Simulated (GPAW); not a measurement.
# Al (P6/mmm) in GPAW: convergence with plane-wave cutoff (eV)

Aim: find how far plane-wave cutoff (eV) must go before the results for Al settle, at LDA. This setting moves, with any that are tied to it; all else stays.

All numbers are computed with GPAW 26.7.0; they aren't measurements. Logs are shortened: lines on timing, memory, paths and dates and some standing lists are left out, and cuts for length are marked. The log counts tension as positive stress, the text compression.

### 1 Starting point

Symmetry: P6/mmm, No. 191, hexagonal system. Conventional cell: a = 4.547 Å, b = 4.547 Å, c = 2.754 Å, α = 90.00°, β = 90.00°, γ = 120.00°. Al (site symmetry -6m2) has 5 Al at 2.63 to 2.75 Å as nearest neighbours.

The cell was built by a generator and needn't be a form met in nature.

### 2 With plane-wave cutoff (eV) 200

File run.py:

```python
from ase.dft.bandgap import bandgap
from ase.io import read, write
from ase.units import GPa
from gpaw import GPAW, PW

atoms = read('POSCAR')

calc = GPAW(mode=PW(200),
            xc='LDA',
            kpts={'size': (5, 5, 7), 'gamma': True},
            occupations={'name': 'fermi-dirac', 'width': 0.05},
            nbands=10,
            convergence={'density': 1e-05, 'energy': 1e-05},
            maxiter=100,
            txt='gpaw.txt')
atoms.calc = calc
energy = atoms.get_potential_energy()
forces = atoms.get_forces()
stress = atoms.get_stress()
calc.write('gs.gpw')
write('result.traj', atoms)
print(f'Energy: {energy:.6f} eV')
print('Forces (eV/A):')
print(forces.round(4))
print('Stress (GPa):', (stress / GPa).round(3))
print('Fermi level:', round(calc.get_fermi_level(), 4), 'eV')
print(f'Gap: {bandgap(calc)[0]:.4f} eV, direct: {bandgap(calc, direct=True)[0]:.4f} eV')
```

File POSCAR:

```
Al
1.0
    4.5467296547      0.0000000000      0.0000000000
   -2.2733648274      3.9375833851      0.0000000000
    0.0000000000      0.0000000000      2.7539300000
Al
2
Direct
    0.3333300000      0.6666700000      0.5000000000
    0.6666633333      0.3333366667      0.5000000000
```

Potentials or basis: the program's PAW data sets (release 1.2.1) made for this functional, pw.

The run is started by

```bash
$ OMP_NUM_THREADS=1 python run.py
```

It took 2.2 s on 1 thread of Intel Xeon 6975P-C (Granite Rapids), shared host; peak memory 0.12 GiB.

Results:

| Property | Result |
| --- | --- |
| Free energy | -7.2493 eV |
| Pressure | -1.8 GPa |
| Band gap on the k mesh | none (metal or under the smearing width) |

### 3 With plane-wave cutoff (eV) 250

run.py, as its differences from that of step 2:

```diff
@@ -7,3 +7,3 @@
 
-calc = GPAW(mode=PW(200),
+calc = GPAW(mode=PW(250),
             xc='LDA',
```

POSCAR is that of step 2.

Potentials or basis: the program's PAW data sets (release 1.2.1) made for this functional, pw.

The run is started by

```bash
$ OMP_NUM_THREADS=1 python run.py
```

It took 2.9 s on 1 thread of Intel Xeon 6975P-C (Granite Rapids), shared host; peak memory 0.12 GiB.

Results:

| Quantity | Value |
| --- | --- |
| Free energy | -7.2535 eV |
| Pressure | -1.8 GPa |
| Band gap on the k mesh | none (metal or under the smearing width) |

### 4 With plane-wave cutoff (eV) 300

run.py, as its differences from that of step 3:

```diff
@@ -7,3 +7,3 @@
 
-calc = GPAW(mode=PW(250),
+calc = GPAW(mode=PW(300),
             xc='LDA',
```

POSCAR is that of step 3.

The run is started by

```bash
$ OMP_NUM_THREADS=1 python run.py
```

Run time: 2.7 s. Hardware: 1 thread of Intel Xeon 6975P-C (Granite Rapids), shared host; peak memory 0.13 GiB.

What came out:

| Quantity | Value |
| --- | --- |
| Free energy | -7.2556 eV |
| Pressure | -1.7 GPa |
| Band gap on the k mesh | none (metal or under the smearing width) |

### 5 With plane-wave cutoff (eV) 350

run.py, as its differences from that of step 4:

```diff
@@ -7,3 +7,3 @@
 
-calc = GPAW(mode=PW(300),
+calc = GPAW(mode=PW(350),
             xc='LDA',
```

POSCAR is that of step 4.

The run is started by

```bash
$ OMP_NUM_THREADS=1 python run.py
```

It took 3.2 s on 1 thread of Intel Xeon 6975P-C (Granite Rapids), shared host; peak memory 0.13 GiB.

What came out:

| Quantity | Value |
| --- | --- |
| Free energy | -7.2565 eV |
| Pressure | -1.7 GPa |
| Band gap on the k mesh | none (metal or under the smearing width) |

### 6 With plane-wave cutoff (eV) 400

run.py, as its differences from that of step 5:

```diff
@@ -7,3 +7,3 @@
 
-calc = GPAW(mode=PW(350),
+calc = GPAW(mode=PW(400),
             xc='LDA',
```

POSCAR is that of step 5.

Potentials or basis: the program's PAW data sets (release 1.2.1) made for this functional, pw.

The run is started by

```bash
$ OMP_NUM_THREADS=1 python run.py
```

Run time: 3.7 s. Hardware: 1 thread of Intel Xeon 6975P-C (Granite Rapids), shared host; peak memory 0.13 GiB.

Results:

```yaml
Free_energy: -7.2569 eV
Pressure: -1.7 GPa
Band_gap_on_the_k_mesh: none (metal or under the smearing width)
```

### 7 With plane-wave cutoff (eV) 500

run.py, as its differences from that of step 6:

```diff
@@ -7,3 +7,3 @@
 
-calc = GPAW(mode=PW(400),
+calc = GPAW(mode=PW(500),
             xc='LDA',
```

POSCAR is that of step 6.

The run is started by

```bash
$ OMP_NUM_THREADS=1 python run.py
```

Run time: 4.3 s. Hardware: 1 thread of Intel Xeon 6975P-C (Granite Rapids), shared host; peak memory 0.14 GiB.

Results (log left out):

```
Free energy            : -7.2575 eV
Pressure               : -1.7 GPa
Band gap on the k mesh : none (metal or under the smearing width)
```

### 8 With plane-wave cutoff (eV) 600

run.py, as its differences from that of step 7:

```diff
@@ -7,3 +7,3 @@
 
-calc = GPAW(mode=PW(500),
+calc = GPAW(mode=PW(600),
             xc='LDA',
```

POSCAR is that of step 7.

The run is started by

```bash
$ OMP_NUM_THREADS=1 python run.py
```

Wall time 5.5 s (1 thread of Intel Xeon 6975P-C (Granite Rapids), shared host); peak memory 0.15 GiB.

It converged, with:

| Property | Result |
| --- | --- |
| Free energy | -7.2579 eV |
| Pressure | -1.7 GPa |
| Band gap on the k mesh | none (metal or under the smearing width) |

### 9 With plane-wave cutoff (eV) 800

run.py, as its differences from that of step 8:

```diff
@@ -7,3 +7,3 @@
 
-calc = GPAW(mode=PW(600),
+calc = GPAW(mode=PW(800),
             xc='LDA',
```

POSCAR is that of step 8.

Potentials or basis: the program's PAW data sets (release 1.2.1) made for this functional, pw.

The run is started by

```bash
$ OMP_NUM_THREADS=1 python run.py
```

Run time: 7.4 s. Hardware: 1 thread of Intel Xeon 6975P-C (Granite Rapids), shared host; peak memory 0.17 GiB.

The run converged. Its results:

```
Free energy            : -7.2582 eV
Pressure               : -1.7 GPa
Band gap on the k mesh : none (metal or under the smearing width)
```

### 10 With plane-wave cutoff (eV) 1000

run.py, as its differences from that of step 9:

```diff
@@ -7,3 +7,3 @@
 
-calc = GPAW(mode=PW(800),
+calc = GPAW(mode=PW(1000),
             xc='LDA',
```

POSCAR is that of step 9.

Potentials or basis: the program's PAW data sets (release 1.2.1) made for this functional, pw.

The run is started by

```bash
$ OMP_NUM_THREADS=1 python run.py
```

gpaw.txt:

```text
__  _  _
 | _ |_)|_||  |
 |__||  | ||/\| - 26.7.0

Input parameters:
  mode=PW(ecut=1000.0),
  convergence={'density': 1e-05, 'energy': 1e-05},
  kpts=MonkhorstPack(size=(5, 5, 7), gamma=True),
  maxiter=100,
  nbands=10,
  occupations=Occupations(name='fermi-dirac', width=0.05),
  xc=XC(name='LDA')

Diagonalizing LCAO Hamiltonian
Converting LCAO to pw mode

        Al  Al

Atoms  # Å, Bohr magnetons
|   | symbol |         x |        y |        z |    initial magnetic moments |
|---|--------|-----------|----------|----------|-----------------------------|
| 0 |     Al | -0.000023 | 2.625069 | 1.376965 | ( 0.0000,  0.0000,  0.0000) |
| 1 |     Al |  2.273342 | 1.312541 | 1.376965 | ( 0.0000,  0.0000,  0.0000) |

Unit cell  # Å
| periodic |         x |        y |        z |  lengths |     angles |
|----------|-----------|----------|----------|----------|------------|
|      yes |  4.546730 | 0.000000 | 0.000000 | 4.546730 |  90.000000 |
|      yes | -2.273365 | 3.937583 | 0.000000 | 4.546730 |  90.000000 |
|      yes |  0.000000 | 0.000000 | 2.753930 | 2.753930 | 120.000000 |

Number of symmetries: 4
Symmetry operations  # r_c * U_cc + t_c -> r_c
|   | kind |            matrix            |
|---|------|------------------------------|
| 0 |  E   |  1, 0, 0,  0, 1, 0,  0, 0, 1 |
| 1 |  σ   |  1, 0, 0,  0, 1, 0,  0, 0,-1 |
| 2 |  σ   |  0,-1, 0, -1, 0, 0,  0, 0, 1 |
| 3 |  C2  |  0,-1, 0, -1, 0, 0,  0, 0,-1 |

BZ-sampling:
  Number of BZ points: 175
  Number of IBZ points: 36

  Monkhorst-Pack size: [5, 5, 7]
  Monkhorst-Pack shift: [0, 0, 0]

K-points  # in reciprocal-cell coordinates
|     |                                coordinates |     weight |
|-----|--------------------------------------------|------------|
|   0 | (  0.00000000,   0.00000000,   0.00000000) | 0.00571429 |
|   1 | (  0.00000000,   0.00000000,   0.14285714) | 0.01142857 |
|   2 | (  0.00000000,   0.00000000,   0.28571429) | 0.01142857 |
|   3 | (  0.00000000,   0.00000000,   0.42857143) | 0.01142857 |
|   4 | (  0.20000000,  -0.20000000,   0.00000000) | 0.01142857 |
|   5 | (  0.20000000,  -0.20000000,   0.14285714) | 0.02285714 |
|   6 | (  0.20000000,  -0.20000000,   0.28571429) | 0.02285714 |
|   7 | (  0.20000000,  -0.20000000,   0.42857143) | 0.02285714 |
|   8 | (  0.20000000,   0.00000000,   0.00000000) | 0.02285714 |
|   9 | (  0.20000000,   0.00000000,   0.14285714) | 0.04571429 |
| ... |                                            |            |
|  35 | (  0.40000000,   0.40000000,   0.42857143) | 0.02285714 |

Plane wave coefficients: 3554
Cutoff: 1000.0 eV

Spin-components: 1 (collinear spins)
Bands:           10
Projectors:      10
Spin-degeneracy: 2
Datatype:        complex128

Parallelization:
  kpt:    1
  domain: 1
  band:   1

Density:
  Valence electrons: 6.0
  Components: 1
  Grid points: [35 35 21]
  Charge: 0.0  # |e|

Potential:
  Grid points: [35 35 21]

species:
  Al:
    name:    Aluminium
    Z:       13.0
    valence: 3
    core:    10
    charge:  0.0  # [|e|]
    compensation charges:
      type: gauss
      rc: 0.34  # [Å]
      lmax: 2
    cutoffs:
      filter: 1.91  # [Å]
      core: 2.36  # [Å]
    projectors
    | kind |    occ | energy [eV] | rcut [Å] |
    |------|--------|-------------|----------|
    |   3s |  2.000 |      -7.830 |    1.085 |
    |   3p |  1.000 |      -2.783 |    1.085 |
    |    s |        |      19.382 |    1.085 |
    |    p |        |      24.428 |    1.085 |
    |    d |        |       0.000 |    1.085 |

    Using partial waves for Al as LCAO basis

Reference energy: -13156.842615  # eV

eigensolver:
  PPCG
  Converge bands: occupied
  niter=2

density mixing:
  MSR1-Mixer
  Pratt-step length: 0.05
  Maximum mixing coefficient: 0.75
  Old densities: 10
  SVD Regularization: 0.005
  Good broyden scale: 1.0
  Trust region scale: 1.0
  Backstep threshold: 4.0
  History deletion threshold: 6.0
  Fourier metric: weight=20.0, sigma=0.015

occupation numbers:
  Fermi-Dirac:
    width: 0.0500  # eV

poisson solver:
  ecut: 8000.0  # eV

xc functional:
  name: None

convergence criteria:
- Maximum integral of absolute [dens]ity change: 1e-05 electrons / valence electron
- Maximum [total energy] change in last 3 cyles: 1e-05 eV / valence electron
- Maximum integral of absolute [eigenst]ate change: 4e-08 eV^2 / valence electron
maximum number of iterations: 100

SCF iterations
|iter     | |      energy | eigst |  dens |
|---------|-|-------------|-------|-------|
|iter:   1| |   -7.262367 | -0.30 |       |
|iter:   2| |   -7.264539 | -2.41 | -0.91 |
|iter:   3| |   -7.253176 | -3.08 | -0.94 |
|iter:   4| |   -7.251580 | -3.74 | -1.51 |
|iter:   5| |   -7.251633 | -5.53 | -2.34 |
|iter:   6| |   -7.251635c| -6.91 | -3.07 |
|iter:   7| |   -7.251635c| -8.73c| -4.00 |
|iter:   8| |   -7.251635c| -9.34c| -4.88 |
|iter:   9| |   -7.251635c| -9.92c| -5.24c|

Converged in 9 steps
Energy contributions relative to reference atoms: (reference = -13156.842615)

Energy contributions:
  Kinetic:           8.908560
  Coulomb:          -6.595226
  Zero:             -0.001102
  External:          0.000000
  Xc:               -9.557200
  Entropy:          -0.013335
  Spinorbit:         0.000000
  ----------------------------
  Free energy:      -7.258303
  Extrapolated:     -7.251635

dipole moment: (-0.000092, 0.000051, -0.000001)  # |e|*Ang

Fermi level: 3.274
Eigenvalues  # (at kpt = [0.000, 0.000, 0.000])
| band index |      eig [eV] | occ [0-2] |
|------------|---------------|-----------|
|          0 |        -5.553 |     2.000 |
|          1 |         2.394 |     2.000 |
|          2 |         2.394 |     2.000 |
|          3 |         2.590 |     2.000 |
|          4 |         5.439 |     0.000 |
|          5 |         5.439 |     0.000 |
|          6 |         8.554 |     0.000 |
|          7 |        12.416 |     0.000 |
|          8 |        13.053 |     0.000 |
|          9 |        18.498 |     0.000 |

No gap
No difference between direct/indirect transitions

Forces  # eV/Ang
|        x |        y |       z |
|----------|----------|---------|
| -0.00000 |  0.00000 | 0.00000 |  # Al   0
|  0.00000 | -0.00000 | 0.00000 |  # Al   1

Stress tensor  # eV/Ang^3
|        x |        y |        z |
|----------|----------|----------|
| 0.006103 | 0.000000 | 0.000000 |
| 0.000000 | 0.006103 | 0.000000 |
| 0.000000 | 0.000000 | 0.020185 |

# Writing to gs.gpw (mode='')
```

stdout:

```text
Energy: -7.251635 eV
Forces (eV/A):
[[-0.  0.  0.]
 [ 0. -0.  0.]]
Stress (GPa): [0.978 0.978 3.234 0.    0.    0.   ]
Fermi level: 3.2739 eV
Gap: 0.0000 eV, direct: 0.0000 eV
```

It took 11 s on 1 thread of Intel Xeon 6975P-C (Granite Rapids), shared host; peak memory 0.19 GiB.

What came out:

- Free energy: -7.2583 eV
- Pressure: -1.7 GPa
- Band gap on the k mesh: none (metal or under the smearing width)

### 11 Result

| plane-wave cutoff (eV) | energy less the tightest run, at zero smearing (meV/atom) | SCF cycles | CPU time (s) | peak memory (GiB) |
| --- | --- | --- | --- | --- |
| 200 | 4.48 | 9 | 2.2 | 0.12 |
| 250 | 2.39 | 9 | 2.8 | 0.12 |
| 300 | 1.35 | 9 | 2.7 | 0.13 |
| 350 | 0.91 | 9 | 3.1 | 0.13 |
| 400 | 0.70 | 9 | 3.5 | 0.13 |
| 500 | 0.39 | 9 | 4.2 | 0.14 |
| 600 | 0.22 | 9 | 5.2 | 0.15 |
| 800 | 0.05 | 9 | 7.3 | 0.17 |
| 1000 | 0.00 | 9 | 11 | 0.19 |

Against the tightest run, the energy stays within 1 meV/atom from 350 on. The tightest run that finished is the yardstick and may itself not be fully converged.
